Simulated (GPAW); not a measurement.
Runs of GPAW 26.7.0 on Fe. Symmetry: Im-3m, No. 229, cubic system. Conventional cell: a = 2.886 Å, b = 2.886 Å, c = 2.886 Å, α = 90.00°, β = 90.00°, γ = 90.00°. Around Fe (site symmetry m-3m) lie 8 Fe at 2.50 Å. 

```tsv
task	level	potentials or basis	U	k mesh	cutoff (eV)	maxiter	band path	band points	exx fraction	convergence	mesh quality	gap on the mesh (eV)	pressure (GPa)	moment (μB)
band structure	PBEsol+U	PAW data sets generated in the run's folder for this functional, pw	Fe d U = 3 eV	13 × 13 × 13	600	150	GHNGPH,PN	60	-	-	not flagged	-	6.4	2.92
hybrid scf	r2SCAN50	GPAW PAW data sets (gpaw-data 1.2.1), pw	-	6 × 6 × 6	500	40	-	-	0.5	-	coarse	none	-	2.75
band structure	PBEsol+U	PAW data sets generated in the run's folder for this functional, pw	Fe d U = 1 eV	13 × 13 × 13	600	150	GHNGPH,PN	60	-	-	not flagged	-	(b)	(a)
band structure	PBEsol+U	PAW data sets generated in the run's folder for this functional, pw	Fe d U = 8 eV	13 × 13 × 13	600	150	GHNGPH,PN	60	-	-	not flagged	-	33.0	3.39
single point	r2SCAN	GPAW PAW data sets (gpaw-data 1.2.1), pw	-	10 × 10 × 10	500	120	-	-	-	default	not flagged	none	-2.0	2.72
band structure	PBEsol	PAW data sets generated in the run's folder for this functional, pw	-	13 × 13 × 13	600	150	GHNGPH,PN	60	-	-	not flagged	-	-16.0	2.26
band structure	PBEsol+U	PAW data sets generated in the run's folder for this functional, pw	Fe d U = 2 eV	13 × 13 × 13	600	150	GHNGPH,PN	60	-	-	not flagged	-	-2.7	2.69
band structure	PBEsol+U	PAW data sets generated in the run's folder for this functional, pw	Fe d U = 4 eV	13 × 13 × 13	600	150	GHNGPH,PN	60	-	-	not flagged	-	9.2	2.94
band structure	PBEsol+U	PAW data sets generated in the run's folder for this functional, pw	Fe d U = 6 eV	13 × 13 × 13	600	150	GHNGPH,PN	60	-	-	not flagged	-	18.9	3.10
```

Alike in all rows: spin collinear, ferromagnetic start; cell as given; smearing fermi-dirac 0.05 eV.

Fill in the values left out.

(a) 2.65; (b) -5.7.

Caveats: some runs use coarse meshes; the U is typed as a test and isn't derived for this compound (some runs); the PAW data sets were made with another functional, which shifts forces and pressure a little (some runs); the scaled meta-GGA exchange is a class typed in the script (some runs); a pressure of tens of GPa on the cell as given is suspect, and the run, the potentials or the cell itself is likely at fault (some runs); the cutoff is short for stress and forces, so pressures can be off by a GPa or more (some runs).

A gap of «none» marks a metal or a gap under the smearing width.

Runs at the PBE level aren't shown here.
